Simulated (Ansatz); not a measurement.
The system is Cu.

```
Cu
1.0
     2.53410    0.00000    0.00000
    -1.26705    2.19459    0.00000
     0.00000    0.00000    4.11257
Cu
2
Direct
  0.66667 0.33333 0.75000
  0.33333 0.66667 0.25000
```

This isn't the form of Cu at room conditions, which is fcc.

Base run:

- Program: Ansatz 0.2.0
- Functional: PBE
- Potentials or basis: Ansatz PAW
- Cutoff: 420 eV (not typed: the program's choice for these potentials)
- k mesh: 12 × 12 × 7
- Occupations: fermi-dirac, width 0.05 eV
- Spin: no spin polarisation

Its results: band gap on the k mesh none (metal or under the smearing width); pressure 7.3 GPa.

**Question.** The run is repeated on the same cell with these changes: functional from PBE to LDA. What comes out?

**Answer.** Band gap on the k mesh none (metal or under the smearing width); pressure -7.9 GPa.

LDA binds more tightly than PBE, so the same cell stands under less pressure.

Caveats: the PAW data sets come from PBE, with cores solved anew for the run's functional, which leaves a small shift of forces and pressure (some runs).
